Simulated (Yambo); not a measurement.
# AlN (F-43m) in Yambo: notebook, part 2 of 4

Yambo 5.3.0. The steps go on from the part before.

**4. GW quasiparticle levels, PBEsol**

Input file gw3.in:

```
gw0
dyson
el_el_corr
rim_cut
HF_and_locXC
ppa
em1d
RandQpts= 1000000
RandGvec= 50 RL
EXXRLvcs= 84 Ry
VXCRLvcs= 84 Ry
Chimod= "HARTREE"
% BndsRnXp
 1 | 104 |
%
NGsBlkXp= 12 Ry
% LongDrXp
 1 | 1 | 1 |
%
PPAPntXp= 27.21138 eV
% GbndRnge
 1 | 104 |
%
GTermKind= "BG"
DysSolver= "n"
ExtendOut
% QPkrange
 1 | 8 | 2 | 8 |
%
```

Input file scf.in:

```
&CONTROL
  calculation = 'scf'
  prefix = 'pwscf'
  outdir = './tmp'
  pseudo_dir = './pseudo'
/
&SYSTEM
  ibrav = 0
  nat = 2
  ntyp = 2
  ecutwfc = 84
  nbnd = 9
  occupations = 'smearing'
  smearing = 'fd'
  degauss = 0.00367493
  force_symmorphic = .true.
/
&ELECTRONS
  conv_thr = 4d-10
  electron_maxstep = 120
  mixing_beta = 0.5
/
ATOMIC_SPECIES
Al    26.9815 Al.upf
N     14.0070 N.upf
CELL_PARAMETERS angstrom
   0.0000000000    2.1839935596    2.1839935596
   2.1839935596    0.0000000000    2.1839935596
   2.1839935596    2.1839935596    0.0000000000
ATOMIC_POSITIONS crystal
Al     0.0000000000    0.0000000000    0.0000000000
N      0.2500000000    0.2500000000    0.2500000000
K_POINTS automatic
10 10 10 0 0 0
```

Input file nscf.in:

```
&CONTROL
  calculation = 'nscf'
  prefix = 'pwscf'
  outdir = './tmp'
  pseudo_dir = './pseudo'
/
&SYSTEM
  ibrav = 0
  nat = 2
  ntyp = 2
  ecutwfc = 84
  nbnd = 104
  occupations = 'fixed'
  force_symmorphic = .true.
/
&ELECTRONS
  conv_thr = 1d-08
  diago_full_acc = .true.
  diago_thr_init = 1d-06
/
ATOMIC_SPECIES
Al    26.9815 Al.upf
N     14.0070 N.upf
CELL_PARAMETERS angstrom
   0.0000000000    2.1839935596    2.1839935596
   2.1839935596    0.0000000000    2.1839935596
   2.1839935596    2.1839935596    0.0000000000
ATOMIC_POSITIONS crystal
Al     0.0000000000    0.0000000000    0.0000000000
N      0.2500000000    0.2500000000    0.2500000000
K_POINTS automatic
4 4 4 0 0 0
```

Input file gw3_1.in:

```
gw0
dyson
el_el_corr
rim_cut
HF_and_locXC
ppa
em1d
RandQpts= 1000000
RandGvec= 50 RL
EXXRLvcs= 84 Ry
VXCRLvcs= 84 Ry
Chimod= "HARTREE"
% BndsRnXp
 1 | 104 |
%
NGsBlkXp= 12 Ry
% LongDrXp
 1 | 1 | 1 |
%
PPAPntXp= 27.21138 eV
% GbndRnge
 1 | 104 |
%
GTermKind= "BG"
DysSolver= "n"
ExtendOut
% QPkrange
 1 | 8 | 2 | 8 |
%
GfnQPdb= "E < gw3/ndb.QP"
```

Input file gw3_2.in:

```
gw0
dyson
el_el_corr
rim_cut
HF_and_locXC
ppa
em1d
RandQpts= 1000000
RandGvec= 50 RL
EXXRLvcs= 84 Ry
VXCRLvcs= 84 Ry
Chimod= "HARTREE"
% BndsRnXp
 1 | 104 |
%
NGsBlkXp= 12 Ry
% LongDrXp
 1 | 1 | 1 |
%
PPAPntXp= 27.21138 eV
% GbndRnge
 1 | 104 |
%
GTermKind= "BG"
DysSolver= "n"
ExtendOut
% QPkrange
 1 | 8 | 2 | 8 |
%
GfnQPdb= "E < gw3_1/ndb.QP"
```

Input file gw3_3.in:

```
gw0
dyson
el_el_corr
rim_cut
HF_and_locXC
ppa
em1d
RandQpts= 1000000
RandGvec= 50 RL
EXXRLvcs= 84 Ry
VXCRLvcs= 84 Ry
Chimod= "HARTREE"
% BndsRnXp
 1 | 104 |
%
NGsBlkXp= 12 Ry
% LongDrXp
 1 | 1 | 1 |
%
PPAPntXp= 27.21138 eV
% GbndRnge
 1 | 104 |
%
GTermKind= "BG"
DysSolver= "n"
ExtendOut
% QPkrange
 1 | 8 | 2 | 8 |
%
GfnQPdb= "E < gw3_2/ndb.QP"
```

Potentials or basis: PseudoDojo 0.4.1 SR PBEsol standard.

The run is started by

```console
OMP_NUM_THREADS=1 pw.x -in scf.in > scf.out
OMP_NUM_THREADS=1 pw.x -in nscf.in > nscf.out
cd tmp/pwscf.save; p2y; mv SAVE ../..; cd ../..
OMP_NUM_THREADS=1 yambo
mkdir -p gw3; ln -s $PWD/g0w00/ndb.RIM gw3/
OMP_NUM_THREADS=1 yambo -F gw3.in -J gw3 -C gw3_out
mkdir -p gw3_1; ln -s $PWD/gw3/ndb.pp* gw3_1/
mkdir -p gw3_1; ln -s $PWD/g0w00/ndb.RIM gw3_1/
OMP_NUM_THREADS=1 yambo -F gw3_1.in -J gw3_1 -C gw3_1_out
# levels in gw3_1/ndb.QP reset to Eo + Z (Sx + Sc(Eo) - Vxc - shift), the shift holding the valence top or Fermi level at zero
mkdir -p gw3_2; ln -s $PWD/gw3/ndb.pp* gw3_2/
mkdir -p gw3_2; ln -s $PWD/g0w00/ndb.RIM gw3_2/
OMP_NUM_THREADS=1 yambo -F gw3_2.in -J gw3_2 -C gw3_2_out
# levels in gw3_2/ndb.QP reset to Eo + Z (Sx + Sc(Eo) - Vxc - shift), the shift holding the valence top or Fermi level at zero
mkdir -p gw3_3; ln -s $PWD/gw3/ndb.pp* gw3_3/
mkdir -p gw3_3; ln -s $PWD/g0w00/ndb.RIM gw3_3/
OMP_NUM_THREADS=1 yambo -F gw3_3.in -J gw3_3 -C gw3_3_out
# levels in gw3_3/ndb.QP reset to Eo + Z (Sx + Sc(Eo) - Vxc - shift), the shift holding the valence top or Fermi level at zero
```

Yambo's report:

```text
[... sections 02.01 to 02.04 as in the set-up run ...]

  [02.05] Energies & Occupations
  ==============================

  [X] === General ===
  [X] Electronic Temperature                        :  0.000000  0.000000 [eV K]
  [X] Bosonic    Temperature                        :  0.000000  0.000000 [eV K]
  [X] Finite Temperature mode                       : no
  [X] El. density                                   :  0.38398E+24 [cm-3]
  [X] Fermi Level                                   :  6.862801 [eV]

  [X] === Gaps and Widths ===
  [X] Conduction Band Min                           :  3.188299 [eV]
  [X] Valence Band Max                              :  0.000000 [eV]
  [X] Filled Bands                                  :   4
  [X] Empty Bands                                   :    5  104
  [X] Direct Gap                                    :  4.118432 [eV]
  [X] Direct Gap localized at k                     :  1
  [X] Indirect Gap                                  :  3.188299 [eV]
  [X] Indirect Gap between kpts                     :   1   7
  [X] Last valence band width                       :  2.746912 [eV]
  [X] 1st conduction band width                     :  4.517536 [eV]

 [03] Transferred momenta grid and indexing
 ==========================================

 IBZ Q-points                                      :   8
 BZ  Q-points                                      :   64

 K/Q-points units:
 rlu = crystal or reduced units; cc = cartesian coordinates; iku = interal k-units

 Q [1]          [rlu]:  0.000000  0.000000  0.000000
 Q [2]          [rlu]: -0.52978E-17 -0.52978E-17  0.25000
 Q [3]          [rlu]:  0.10596E-16  0.10596E-16 -0.50000
 Q [4]          [rlu]:  0.19945E-16  0.25000      0.25000
 Q [5]          [rlu]:  0.25178E-16  0.25000      0.50000
 Q [6]          [rlu]:  0.10596E-16  0.25000     -0.25000
 Q [7]          [rlu]: -0.39890E-16 -0.50000     -0.50000
[... 320 lines left out ...]
   B=3 Eo= -1.80 E= -3.05 E-Eo= -1.25 Re(Z)=0.79 Im(Z)=-0.130737E-2 nlXC= -20.0500 lXC= -15.3073 So=  3.14943
   B=4 Eo= -1.80 E= -3.06 E-Eo= -1.26 Re(Z)=0.79 Im(Z)=-0.131134E-2 nlXC= -20.0499 lXC= -15.3073 So=  3.13823
   B=5 Eo=  3.19 E=  3.64 E-Eo=  0.45 Re(Z)=0.84 Im(Z)=-0.991970E-3 nlXC= -5.01812 lXC= -9.40434 So= -3.85086
   B=6 Eo=  8.51 E=  9.19 E-Eo=  0.69 Re(Z)=0.84 Im(Z)=-0.966005E-3 nlXC= -4.40076 lXC= -9.64824 So= -4.42768
   B=7 Eo= 13.82 E= 14.94 E-Eo=  1.11 Re(Z)=0.77 Im(Z)=-0.371344E-2 nlXC= -7.32986 lXC= -15.0050 So= -6.22282
   B=8 Eo= 15.57 E= 16.38 E-Eo=  0.81 Re(Z)=0.77 Im(Z)= 0.276167E-2 nlXC= -4.69582 lXC= -12.2275 So= -6.48645

  QP [eV] @ K [8] (iku): -0.500000  0.250000  0.000000
   B=2 Eo= -3.81 E= -5.19 E-Eo= -1.38 Re(Z)=0.78 Im(Z)=-0.682736E-3 nlXC= -19.2178 lXC= -14.0104 So=  3.44267
   B=3 Eo= -3.49 E= -4.84 E-Eo= -1.35 Re(Z)=0.78 Im(Z)=-0.165280E-2 nlXC= -19.0648 lXC= -13.9650 So=  3.37387
   B=4 Eo= -2.75 E= -4.02 E-Eo= -1.27 Re(Z)=0.79 Im(Z)=-0.136965E-2 nlXC= -18.3276 lXC= -13.7640 So=  2.95624
   B=5 Eo=  5.94 E=  6.62 E-Eo=  0.67 Re(Z)=0.82 Im(Z)=-0.106092E-2 nlXC= -7.10616 lXC= -11.9650 So= -4.03932
   B=6 Eo= 11.29 E= 12.22 E-Eo=  0.93 Re(Z)=0.81 Im(Z)=-0.915956E-3 nlXC= -6.06240 lXC= -12.1665 So= -4.95928
   B=7 Eo= 11.86 E= 12.49 E-Eo=  0.63 Re(Z)=0.81 Im(Z)=-0.107780E-2 nlXC= -4.17684 lXC= -10.3685 So= -5.41070
   B=8 Eo= 12.10 E= 13.11 E-Eo=  1.02 Re(Z)=0.80 Im(Z)=-0.828615E-3 nlXC= -6.83132 lXC= -13.5650 So= -5.45737

  [WR./gw3//ndb.QP]---------------------------------------------------------------
   Lattice constants                                :  4.127150  4.127150  4.127150
   Coulomb cutoff potential                         : none
   Electronic Temperature                           :  0.000000 [K]
   Bosonic    Temperature                           :  0.000000 [K]
   Green`s function   energies                      : Perdew, Burke & Ernzerhof SOL(X)+Perdew, Burke & Ernzerhof SOL(C)
   wavefunctions                                    : Perdew, Burke & Ernzerhof SOL(X)+Perdew, Burke & Ernzerhof SOL(C)
   PPA    diel. fun.  energies                      : Perdew, Burke & Ernzerhof SOL(X)+Perdew, Burke & Ernzerhof SOL(C)
   wavefunctions                                    : Perdew, Burke & Ernzerhof SOL(X)+Perdew, Burke & Ernzerhof SOL(C)
   QP tot states                                    :   56
   GW solver                                        : Newton
   GW approximation                                 : PPA
   PPA imaginary Energy                             :  27.21138 ev
   RIM G`s                                          :   51
   RIM random pts                                   :  1000000
   dS/dw steps                                      :  2
   dS/dw step                                       :  0.100000 ev
   X G`s                                            :  137 used
   X G`s                                            :  137 disk
   X bands                                          :    1  104
   X poles                                          :  100.0000 o/o
   X e/h E range                                    : -1.000000 -1.000000 ev
   X Hxc Kernel                                     : HARTREE
   X BZ energy Double Grid                          : no
   X Optical Averaged directions                    : none
   Sc/G bands                                       :    1  104
   Sc/G damping                                     :  0.100000 ev
   Sc bands terminator                              : yes
   Sc terminator kind                               : BG
   Sc Terminator pole                               :  40.81708
   Sx RL components                                 :  1893

   QP @ state[ 1 ] K range                          :   1   8
   QP @ state[ 1 ] b range                          :   2   8
   GF energies kind                                 : Perdew, Burke & Ernzerhof SOL(X)+Perdew, Burke & Ernzerhof SOL(C)
   GF WF`s kind                                     : Perdew, Burke & Ernzerhof SOL(X)+Perdew, Burke & Ernzerhof SOL(C)
   Xs energies kind                                 : Perdew, Burke & Ernzerhof SOL(X)+Perdew, Burke & Ernzerhof SOL(C)
   Xs WF`s kind                                     : Perdew, Burke & Ernzerhof SOL(X)+Perdew, Burke & Ernzerhof SOL(C)
```

Results:

| Property | Result |
| --- | --- |
| Band gap on the k mesh, mean-field level | 3.19 eV, indirect (least direct gap 4.12 eV) |
| Quasiparticle gap | 4.93 eV |
| Least direct quasiparticle gap | 5.96 eV |
| Quasiparticle gap at Γ | 5.96 eV |
| Band gap of the same states before the correction | 3.19 eV |

Quasiparticle terms (eV):
```csv
k point,band,Kohn-Sham level,Vxc,Σx,Σc,Z,result
"(0.000, 0.000, 0.000)",2,0.00,-16.79,-20.93,2.92,0.79,-0.01
"(0.000, 0.000, 0.000)",3,0.00,-16.79,-20.93,2.93,0.79,0.00
"(0.000, 0.000, 0.000)",4,0.00,-16.79,-20.93,2.92,0.79,-0.01
"(0.000, 0.000, 0.000)",5,4.12,-12.63,-8.01,-3.62,0.83,5.96
"(0.000, 0.000, 0.000)",6,12.47,-10.04,-4.12,-4.68,0.84,14.53
"(0.000, 0.000, 0.000)",7,12.47,-10.04,-4.12,-4.69,0.84,14.52
"(0.000, 0.000, 0.000)",8,12.47,-10.04,-4.12,-4.70,0.84,14.52
"(0.000, 0.000, 0.250)",2,-3.29,-14.33,-19.27,3.29,0.79,-3.64
"(0.000, 0.000, 0.250)",3,-0.26,-16.58,-20.81,2.96,0.79,-0.31
"(0.000, 0.000, 0.250)",4,-0.26,-16.58,-20.81,2.97,0.79,-0.30
"(0.000, 0.000, 0.250)",5,6.37,-13.02,-7.91,-3.90,0.83,8.39
"(0.000, 0.000, 0.250)",6,10.86,-11.64,-5.52,-4.67,0.83,13.08
"(0.000, 0.000, 0.250)",7,12.23,-9.98,-4.00,-4.70,0.84,14.32
"(0.000, 0.000, 0.250)",8,12.23,-9.98,-4.00,-4.70,0.84,14.32
"(0.000, 0.000, -0.500)",2,-5.92,-12.61,-18.41,3.84,0.78,-6.51
"(0.000, 0.000, -0.500)",3,-0.49,-16.44,-20.77,3.02,0.79,-0.56
"(0.000, 0.000, -0.500)",4,-0.49,-16.44,-20.77,3.01,0.79,-0.57
"(0.000, 0.000, -0.500)",5,7.28,-11.16,-5.90,-4.10,0.84,9.28
"(0.000, 0.000, -0.500)",6,9.74,-13.30,-6.82,-4.82,0.82,12.09
"(0.000, 0.000, -0.500)",7,11.05,-9.71,-3.98,-4.50,0.85,13.11
```

Caveat: the k mesh is coarse (spacing up to 0.62 Å⁻¹), so the values aren't converged; between passes the levels were reset to the linearisation about the Kohn-Sham level, since this version mixes two points of expansion; the levels printed in its table differ; this version prints the column dSc/dw multiplied by 27.2; the terminator is approximate in this version, by hundredths of an eV.

(Continued in part 3 of 4.)
